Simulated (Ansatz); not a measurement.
A plane-wave DFT run in Ansatz 0.2.0 (scalar-relativistic PAW potentials unless the input names others): input and command.

```yaml
crystal:
  lattice:
    - [0.0, 3.0247347168, 2.8906331776]
    - [3.0247347168, 0.0, 2.8906331776]
    - [3.0247347168, 3.0247347168, 0.0]
  atoms:
    - { symbol: In, position: [0.0, 0.0, 0.0], spin: 2.0 }
    - { symbol: P, position: [0.75, 0.75, 0.75], spin: 1.0 }
basis:
  ecutwfc: 420
  xc_grid: 2
kpoints:
  mp_grid: { grid: [10, 10, 10] }
hamiltonian:
  xc: pbe
scf:
  occupations: { method: gaussian, width: 0.05 }
output:
  forces: true
  eigenvalues: true
  stress: true
magnetization:
  spin_polarized: true
```

```bash
ansatz run input.yaml --threads 2 --pin off --max-ram 5120MiB --backend cpu --events-out ev --progress --plain --runs-dir out
```

Abridged log:
```
Pseudopotentials: kind: paw
Pseudopotential: In, paw, valence charge 13, recommended cutoff 420 eV (normal)
Pseudopotential: P, paw, valence charge 5, recommended cutoff 420 eV (normal)
Functional definition: PBE
Crystal: 2 atoms, lattice volume = 52.893 Å³
Basis set: ecut = 420 eV, 1017 PW (Γ), exchange–correlation on 60×60×60 points (8 copies of the dense FFT grid, shifted against one another)
Bands: 15, of which v1, the nominal top of the filled ones, is band 9 counted from 1 (8 counted from 0)
Symmetry: 8 space group operations
Space group: I-4m2 (ITA 119), of the structure as read, at distance tolerance 3.8e-5 Å
Magnetic group: BNS 119.315 (UNI 975), of the structure as read, at distance tolerance 3.8e-5 Å
k-points: 102 of 1000 (time reversal used)
Initial density: superposition of atomic densities (chi_scale 0.1, normalization cell)
Starting moments: Σ|m| = 3 μB on 2 of 2 sites
Initial wavefunctions: pseudopotential atomic-orbital guess
Functional: x = pbe(κ = 0.804, μ = 0.21951497), c = pbe(β = 0.06672455)
SCF iter   1: F=—  HF=-6353.604211 eV  |F-HF|=—  |Δ(HF+E_count)|=         —  Δρ=7.46e-2 (↑7.44e-2 ↓7.46e-2) dr2=1.36e0  dr2_m=2.51e0  M=0.002 μB ∫|m|=0.112 μB  β_m=0.30  ethr=3.10e-3  ⟨swp⟩=6.5  Hψ=18244  notcnv=0
SCF iter   2: F=—  HF=-6353.643141 eV  |F-HF|=—  |Δ(HF+E_count)|=   3.89e-2  Δρ=5.36e-2 (↑5.03e-2 ↓5.36e-2) dr2=2.19e-1  dr2_m=1.26e0  M=0.002 μB ∫|m|=0.077 μB  β_m=0.30  ethr=3.10e-3  ⟨swp⟩=3.3  Hψ=6413  notcnv=0  defer=315
SCF iter   3: F=—  HF=-6353.810675 eV  |F-HF|=—  |Δ(HF+E_count)|=   1.68e-1  Δρ=3.78e-2 (↑3.48e-2 ↓3.78e-2) dr2=4.16e-2  dr2_m=6.23e-1  M=0.002 μB ∫|m|=0.058 μB  β_m=0.30  ethr=1.21e-3  ⟨swp⟩=2.7  Hψ=4305  notcnv=0  defer=315
SCF iter   4: F=—  HF=-6353.907698 eV  |F-HF|=—  |Δ(HF+E_count)|=   9.70e-2  Δρ=2.55e-2 (↑2.55e-2 ↓2.50e-2) dr2=3.61e-4  dr2_m=3.08e-1  M=0.001 μB ∫|m|=0.044 μB  β_m=0.30  ethr=2.31e-4  ⟨swp⟩=3.0  Hψ=4747  notcnv=0  defer=315
SCF iter   5: F=—  HF=-6353.954034 eV  |F-HF|=—  |Δ(HF+E_count)|=   4.63e-2  Δρ=1.78e-2 (↑1.78e-2 ↓1.77e-2) dr2=9.50e-5  dr2_m=1.53e-1  M=0.000 μB ∫|m|=0.034 μB  β_m=0.30  ethr=2.01e-6  ⟨swp⟩=2.1  Hψ=4124  notcnv=0  defer=315
SCF iter   6: F=—  HF=-6353.977014 eV  |F-HF|=—  |Δ(HF+E_count)|=   2.30e-2  Δρ=1.25e-2 (↑1.25e-2 ↓1.25e-2) dr2=1.20e-5  dr2_m=7.61e-2  M=0.000 μB ∫|m|=0.027 μB  β_m=0.30  ethr=5.28e-7  ⟨swp⟩=2.0  Hψ=4469  notcnv=0  defer=315
Mixer restart at iter 6: flushing history
spin-set hold released at iteration 6 (site moments contracting): the magnetisation degrees of freedom join the quasi-Newton model from the next iteration; the mixer history was flushed
SCF iter   7: F=—  HF=-6353.988359 eV  |F-HF|=—  |Δ(HF+E_count)|=   1.13e-2  Δρ=8.85e-3 (↑8.82e-3 ↓8.85e-3) dr2=5.70e-6  dr2_m=3.78e-2  M=0.000 μB ∫|m|=0.021 μB  β_m=0.65  ethr=6.68e-8  ⟨swp⟩=2.9  Hψ=5155  notcnv=0  defer=315
SCF iter   8: F=—  HF=-6353.999541 eV  |F-HF|=—  |Δ(HF+E_count)|=   1.12e-2  Δρ=1.22e-4 (↑1.15e-4 ↓1.22e-4) dr2=1.46e-7  dr2_m=6.79e-6  M=0.000 μB ∫|m|=0.004 μB  β_m=0.82  ethr=3.17e-8  ⟨swp⟩=3.9  Hψ=7026  notcnv=0  defer=315
SCF iter   9: F=—  HF=-6353.999555 eV  |F-HF|=—  |Δ(HF+E_count)|=   1.46e-5  Δρ=5.56e-5 (↑5.56e-5 ↓4.71e-5) dr2=9.70e-8  dr2_m=1.27e-6  M=0.000 μB ∫|m|=0.002 μB  β_m=0.91  ethr=5.56e-10  ⟨swp⟩=12.7  Hψ=19451  notcnv=0
SCF iter  10: F=—  HF=-6353.999559 eV  |F-HF|=—  |Δ(HF+E_count)|=   3.73e-6  Δρ=1.59e-5 (↑9.23e-6 ↓1.59e-5) dr2=6.87e-7  dr2_m=7.46e-9  M=0.000 μB ∫|m|=0.000 μB  β_m=0.71  ethr=5.39e-10  ⟨swp⟩=7.5  Hψ=15552  notcnv=0
SCF iter  11: F=—  HF=-6353.999559 eV  |F-HF|=—  |Δ(HF+E_count)|=   2.27e-7  Δρ=2.89e-6 (↑2.89e-6 ↓1.65e-6) dr2=5.22e-9  dr2_m=1.95e-9  M=0.000 μB ∫|m|=0.000 μB  β_m=0.78  ethr=5.39e-10  ⟨swp⟩=4.0  Hψ=13173  notcnv=0
SCF iter  12: F=—  HF=-6353.999559 eV  |F-HF|=—  |Δ(HF+E_count)|=   5.64e-9  Δρ=7.42e-7 (↑7.27e-7 ↓7.42e-7) dr2=7.07e-10  dr2_m=6.45e-11  M=0.000 μB ∫|m|=0.000 μB  β_m=0.68  ethr=2.90e-11  ⟨swp⟩=3.5  Hψ=7676  notcnv=0
SCF iter  13: F=—  HF=-6353.999559 eV  |F-HF|=—  |Δ(HF+E_count)|=  6.18e-11  Δρ=2.12e-7 (↑2.12e-7 ↓1.91e-7) dr2=4.67e-13  dr2_m=1.96e-11  M= 0.000 μB ∫|m|=0.000 μB  β_m=0.84  ethr=3.93e-12  ⟨swp⟩=2.8  Hψ=6157  notcnv=0
SCF iter  14: F=-6353.999559 eV  HF=-6353.999559 eV  |F-HF|=0.00e0  |Δ(HF+E_count)|=  8.55e-11  Δρ=4.49e-8 (↑4.49e-8 ↓4.18e-8) dr2=2.73e-14  dr2_m=8.97e-13  M= 0.000 μB ∫|m|=0.000 μB  ethr=1.00e-12  ⟨swp⟩=2.0  Hψ=5712  notcnv=0
SCF 1 converged in 14 iterations: F = -6353.999559 eV  dr2 = 2.73e-14
WARN: the starting moments were not kept: the SCF closed with an absolute magnetisation of 1.4e-6 μB, where they sum to 3 μB in size (2 sites). That is at most 0.1 of that sum. Measured as dr2_m measures the in/out step, that magnetisation stands 2.0e-13 eV from none, at or under the dr2_threshold of 1.0e-7 eV: it is no larger than a step whose dr2_m would equal this threshold. The system may hold no moment; this SCF shows only that its start led to no more than that. To try another start: raise the starting moments (crystal.atoms[].spin, magnetization.per_species, magnetization.initial_magnet ...
SCF converged after 14 iterations
Magnetization:  0.0000 μB (9.0000 up, 9.0000 down)
Absolute magnetization: 0.0000 μB (∫|ρ↑−ρ↓|, with the PAW one-centre terms)
Spin contamination: 0.0000 ħ² per cell (⟨S²⟩ above its minimum at these occupations)
Per-site moments (μB) at R_I (Å): [(-1.72309670e-7, 1.06481344), (1.22402040e-7, 1.06481344)]
Free energy (F): -6353.999559 eV
Harris-Foulkes:  -6353.999559 eV  (|F-HF|=0.00e0)
Internal energy: -6353.999559 eV  (E = F + TS)
E sigma→0 (E₀):  -6353.999559 eV
Fermi energy:    6.662467 eV
--- Forces (eV/Å), atoms counted from 1 ---
  atom   1  In     0.00000000     0.00000000     0.00000000
  atom   2  P      0.00000000     0.00000000     0.00000000
--- Stress (GPa, compression-positive) ---
       -0.591708       0.000000       0.000000
        0.000000      -0.591708       0.000000
        0.000000       0.000000       1.116241
  P = ⅓ Tr σ = -0.0224 GPa (-0.224 kbar)
```

Apart from outputs and empty bands, the input differs from a reference run on usual settings in basis.xc_grid: not typed → 2; magnetization: not typed → {"spin_polarized": true} (ferro starting moments). The reference, at the same geometry, gave pressure -0.02 GPa, largest force 0.000 eV/Å, gap on the mesh 0.31 eV. This run converged in 14 SCF iterations (reference: 6) with an energy at zero smearing within 0.01 meV/atom of the reference's, pressure -0.02 GPa, largest force 0.000 eV/Å, gap on the mesh 0.31 eV.

The run took 11 s on 2 threads of Intel(R) Xeon(R) Processor @ 2.70GHz (shared host), peak memory 0.48 GiB.